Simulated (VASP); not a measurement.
Runs of VASP 6.6.1 on Sc. It takes space group Fm-3m (No. 225, cubic). Conventional cell: a = 4.654 Å, b = 4.654 Å, c = 4.654 Å, α = 90.00°, β = 90.00°, γ = 90.00°. Sc (site symmetry m-3m) is surrounded by 12 Sc at 3.29 Å. This isn't the form of Sc at room conditions, which is hcp.

```tsv
level	cell	k mesh	smearing	mesh quality	gap on the mesh (eV)	pressure (GPa)
PBE	Fm-3m, 25.2 Å³/atom	6 × 6 × 6	gaussian 0.1 eV	coarse	none	-1.0
PBE	Fm-3m, 25.2 Å³/atom	8 × 8 × 8	tetrahedron	not flagged	none	-1.2
revPBE	Fm-3m, 24.87 Å³/atom	8 × 8 × 8	gaussian 0.1 eV	not flagged	none	(a)
PBE	Fm-3m, 25.2 Å³/atom	8 × 8 × 8	gaussian 0.1 eV	not flagged	none	-1.0
```

Alike in all rows: task single point; potentials or basis VASP PAW PBE potentials, release 64 (Sc_sv); no spin polarisation; cutoff (eV) 520.

Problem. Estimate the missing entries.

Solution. (a) 1.2.

Caveats: some runs use coarse meshes; tetrahedron occupations give inexact forces and stress in metals (some runs); the PAW data sets were made with another functional, which shifts forces and pressure a little (some runs).

A gap of «none» marks a metal or a gap under the smearing width.
